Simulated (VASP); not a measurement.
# KBr in VASP: reference runs

Reference runs on KBr: the cell as given.

All numbers are computed with VASP 6.6.1; they aren't measurements. Logs are shortened: lines on timing, memory, paths and dates and some standing lists are left out, and cuts for length are marked.

**1. The structure**

The cell holds a molecule in a box, 2 atoms: a = 12.000 Å, b = 10.000 Å, c = 11.000 Å, α = 90.00°, β = 90.00°, γ = 90.00°.

**2. Single point, PBE**

The input, INCAR:

```
ALGO     = Normal         # electronic algorithm
EDIFF    = 1E-7           # SCF threshold, eV
ENCUT    = 520            # plane-wave cutoff, eV
GGA      = PE             # functional
ISIF     = 2              # what is computed and relaxed
ISMEAR   = 0              # smearing method
LASPH    = T              # aspherical terms in the spheres
LCHARG   = F              # write CHGCAR
LREAL    = F              # projectors in reciprocal space
LWAVE    = F              # write WAVECAR
NBANDS   = 15             # bands
NELM     = 80             # most SCF steps
PREC     = Accurate       # precision mode
SIGMA    = 0.01           # smearing width, eV
```

The input, KPOINTS:

```
k-points
0
Gamma
  1 1 1
```

The input, POSCAR:

```
KBr
1.0
   12.0000000000      0.0000000000      0.0000000000
    0.0000000000     10.0000000000      0.0000000000
    0.0000000000      0.0000000000     11.0000000000
K Br
1 1
Direct
    0.6021041700      0.4591400000      0.5586681800
    0.4000625000      0.5450600000      0.4475136400
```

Potentials or basis: VASP PAW PBE potentials, release 64 (K_sv, Br).

The run is started by

```console
$ cat potpaw_PBE.64/K_sv/POTCAR potpaw_PBE.64/Br/POTCAR > POTCAR
$ mpirun -np 1 vasp_gam > vasp.out
```

OUTCAR:

```text
EDIFF = 1E-7
   ENCUT = 520
   GGA = PE
   ISIF = 2
   ISMEAR = 0
   LASPH = T
   LREAL = F
   NELM = 80
   PREC = Accurate

 ion  position               nearest neighbor table
   1  0.602  0.459  0.559-   2 2.85
   2  0.400  0.545  0.448-   1 2.85

  LATTYP: Found a simple orthorhombic cell.
 ALAT       =    10.0000000000
 B/A-ratio  =     1.1000000000
 C/A-ratio  =     1.2000000000

  Lattice vectors:

 A1 = (   0.0000000000,  10.0000000000,   0.0000000000)
 A2 = (   0.0000000000,   0.0000000000,  11.0000000000)
 A3 = (  12.0000000000,   0.0000000000,   0.0000000000)

Analysis of symmetry for initial positions (statically):
=====================================================================
 Subroutine PRICEL returns:
 Original cell was already a primitive cell.

 Routine SETGRP: Setting up the symmetry group for a
 simple orthorhombic supercell.

 Subroutine GETGRP returns: Found  1 space group operations
 (whereof  1 operations were pure point group operations)
 out of a pool of  8 trial point group operations.

The static configuration has the point symmetry C_1 .

Analysis of symmetry for dynamics (positions and initial velocities):
=====================================================================
 Subroutine PRICEL returns:
 Original cell was already a primitive cell.

 Routine SETGRP: Setting up the symmetry group for a
 simple orthorhombic supercell.

 Subroutine GETGRP returns: Found  1 space group operations
 (whereof  1 operations were pure point group operations)
 out of a pool of  8 trial point group operations.

The dynamic configuration has the point symmetry C_1 .

 Subroutine INISYM returns: Found  1 space group operations
 (whereof  1 operations are pure point group operations),
 and found     1 'primitive' translations

----------------------------------------------------------------------------------------

                                     Primitive cell

  volume of cell :    1320.0000

  direct lattice vectors                    reciprocal lattice vectors
    12.000000000  0.000000000  0.000000000     0.083333333  0.000000000  0.000000000
     0.000000000 10.000000000  0.000000000     0.000000000  0.100000000  0.000000000
     0.000000000  0.000000000 11.000000000     0.000000000  0.000000000  0.090909091

  length of vectors
    12.000000000 10.000000000 11.000000000     0.083333333  0.100000000  0.090909091

  position of ions in fractional coordinates (direct lattice)
     0.602104170  0.459140000  0.558668180
     0.400062500  0.545060000  0.447513640

  ion indices of the primitive-cell ions
   primitive index   ion index
                 1           1
                 2           2

----------------------------------------------------------------------------------------

 KPOINTS: k-points

Automatic generation of k-mesh.
 Grid dimensions read from file:
 generate k-points for:    1    1    1

 Generating k-lattice:

  Cartesian coordinates                     Fractional coordinates (reciprocal lattice)
     0.083333333  0.000000000  0.000000000     1.000000000  0.000000000  0.000000000
     0.000000000  0.100000000  0.000000000     0.000000000  1.000000000  0.000000000
     0.000000000  0.000000000  0.090909091     0.000000000  0.000000000  1.000000000

  Length of vectors
     0.083333333  0.100000000  0.090909091

  Shift w.r.t. Gamma in fractional coordinates (k-lattice)
     0.000000000  0.000000000  0.000000000

 Subroutine IBZKPT returns following result:
 ===========================================

 Found      1 irreducible k-points:

 Following reciprocal coordinates:
            Coordinates               Weight
  0.000000  0.000000  0.000000      1.000000
   k-points           NKPTS =      1   k-points in BZ     NKDIM =      1   number of bands    NBANDS=     15
   number of dos      NEDOS =    301   number of ions     NIONS =      2
   total plane-waves  NPLWV = 604800
   dimension x,y,z NGX =    90 NGY =   80 NGZ =   84
   dimension x,y,z NGXF=   180 NGYF=  160 NGZF=  168
   ions per type =               1   1
   NGX,Y,Z   is equivalent  to a cutoff of  12.47, 13.30, 12.70 a.u.
   NGXF,Y,Z  is equivalent  to a cutoff of  24.94, 26.60, 25.39 a.u.
 SYSTEM =  unknown system
   PREC   = accura    normal or accurate (medium, high low for compatibility)
   ISTART =      0    job   : 0-new  1-cont  2-samecut
   ICHARG =      2    charge: 1-file 2-atom 10-const
   ISPIN  =      1    spin polarized calculation?
   LNONCOLLINEAR =      F non collinear calculations
   LSORBIT =      F    spin-orbit coupling
   LASPH  =      T    aspherical Exc in radial PAW
   ENCUT  =  520.0 eV  38.22 Ry    6.18 a.u.  22.31 18.59 20.45*2*pi/ulx,y,z
   NELM   =     80;   NELMIN=  2; NELMDL= -5     # of ELM steps
   EDIFF  = 0.1E-06   stopping-criterion for ELM
   LREAL  =      F    real-space projection
   EDIFFG = 0.1E-05   stopping-criterion for IOM
   NSW    =      0    number of steps for IOM
   IBRION =     -1    ionic relax: 0-MD 1-quasi-New 2-CG
   NFREE  =      0    steps in history (QN), initial steepest desc. (CG)
   ISIF   =      2    stress and relaxation
   ISYM   =      2    0-nonsym 1-usesym 2-fastsym
   POTIM  = 0.5000    time-step for ionic-motion
   TEBEG  =    0.0;   TEEND  =   0.0 temperature during run
   PSTRESS=    0.0 pullay stress
   NELECT =      16.0000    total number of electrons
   NUPDOWN=      -1.0000    fix difference up-down
   EMIN   =  10.00;   EMAX   =-10.00  energy-range for DOS
   EFERMI =   0.00;   METHOD = LEGACY
   ISMEAR =     0;   SIGMA  =   0.01  broadening in eV -4-tet -1-fermi 0-gaus
   EFERMI_NEDOS =   21; number of points for ismear=-14 and -15
   IALGO  =     38    algorithm
   IMIX   =      4    mixing-type and parameters
     AMIX     =   0.40;   BMIX     =  1.00
     AMIX_MAG =   1.60;   BMIX_MAG =  1.00
  volume/ion in A,a.u.               =     660.00      4453.90
  Fermi-wavevector in a.u.,A,eV,Ry     =   0.376060  0.710650  1.924149  0.141421
  Thomas-Fermi vector in A             =   1.307622
   LORBIT       =      0    0 simple, 1 ext, 2 COOP (PROOUT), +10 PAW based schemes
   GGA     = PE    functional components
   LHFCALC =     F    Hartree Fock is set to
   AEXX    =    0.0000 exact exchange contribution
   IVDW    =     0    specifies the selected vdW correction
   LEPSILON=     F    determine dielectric tensor
   LRPA    =     F    only Hartree local field effects (RPA)
 non-spin polarized calculation
 Gauss-broadening in eV      SIGMA  =   0.01
  energy-cutoff  :      520.00
  volume of cell :     1320.00
 maximum number of plane-waves:     17809
 NGX is ok and might be reduce to    90
   NGX = 45   NGY = 37   NGZ = 41

 number of electron      15.9999999 magnetization

 Free energy of the ion-electron system (eV)
  ---------------------------------------------------
  ext. energy  EPLUGINS =         0.00000000
  ---------------------------------------------------
  free energy    TOTEN  =        -4.42534594 eV

  energy without entropy =       -4.42534594  energy(sigma->0) =       -4.42534594

 E-fermi :  -4.4207     XC(G=0):  -0.9515

 val. band max:       -4.5223968934   @ k =   0.0000   0.0000   0.0000
 cond. band min:      -1.5676871785   @ k =   0.0000   0.0000   0.0000
 fundamental gap:      2.9547097150
 Fermi energy:        -4.4207211084

 k-point     1 :       0.0000    0.0000    0.0000
  band No.  band energies     occupation
      1     -35.2401      2.00000
      2     -18.7653      2.00000
      3     -18.7642      2.00000
      4     -18.7237      2.00000
      5     -16.2693      2.00000
      6      -4.8057      2.00000
      7      -4.5262      2.00000
      8      -4.5224      2.00000
      9      -1.5677      0.00000
     10       0.1336      0.00000
     11       0.1841      0.00000
     12       0.2449      0.00000
     13       0.4225      0.00000
     14       0.7202      0.00000
     15       0.8940      0.00000

------------------------ aborting loop because EDIFF is reached ----------------------------------------

  FORCE on cell =-STRESS in cart. coord.  units (eV):
  Direction    XX          YY          ZZ          XY          YZ          ZX
  --------------------------------------------------------------------------------------
  -------------------------------------------------------------------------------------
  Total       -0.3406335      0.0523450     -0.0340489     -0.0228302     -0.0140489      0.0099813
  in kB       -0.4134510      0.0635348     -0.0413276     -0.0277106     -0.0170521      0.0121150
  external PRESSURE =      -0.1304146 kB  Pullay stress =       0.0000000 kB

 VOLUME and BASIS-vectors are now :
 -----------------------------------------------------------------------------
  energy-cutoff  :      520.00
  volume of cell :     1320.00
      direct lattice vectors                 reciprocal lattice vectors
    12.000000000  0.000000000  0.000000000     0.083333333  0.000000000  0.000000000
     0.000000000 10.000000000  0.000000000     0.000000000  0.100000000  0.000000000
     0.000000000  0.000000000 11.000000000     0.000000000  0.000000000  0.090909091

 POSITION                                       TOTAL-FORCE (eV/Angst)
 -----------------------------------------------------------------------------------
      7.22525      4.59140      6.14535        -0.030339     -0.003880     -0.007637
      4.80075      5.45060      4.92265         0.030339      0.003880      0.007637
 -----------------------------------------------------------------------------------
    total drift:                                0.000105      0.000262     -0.000198

  FREE ENERGIE OF THE ION-ELECTRON SYSTEM (eV)
  ---------------------------------------------------
  free  energy   TOTEN  =        -4.4253459398 eV

  energy  without entropy=       -4.4253459398  energy(sigma->0) =       -4.42534594
```

Run time: 1.9 min. Hardware: 1 thread of Intel Xeon Platinum 8259CL at 2.50GHz (Skylake/Cascade Lake), shared host; peak memory 0.98 GiB.

Results:

| Item | Value |
| --- | --- |
| Free energy | -4.4253 eV |
| Largest force | 0.032 eV/Å |
| Gap between the frontier levels | 2.95 eV |

Forces in eV/Å, atoms in the order of the input:
```
K   -0.030 -0.004 -0.008
Br   0.030  0.004  0.008
```

Levels at points of the mesh, in eV from the valence-band top:
| k point | band 6 | band 7 | band 8 | band 9 | band 10 | band 11 |
| --- | --- | --- | --- | --- | --- | --- |
| (0.00, 0.00, 0.00) | -0.28 | 0.00 | 0.00 | 2.95 | 4.66 | 4.71 |
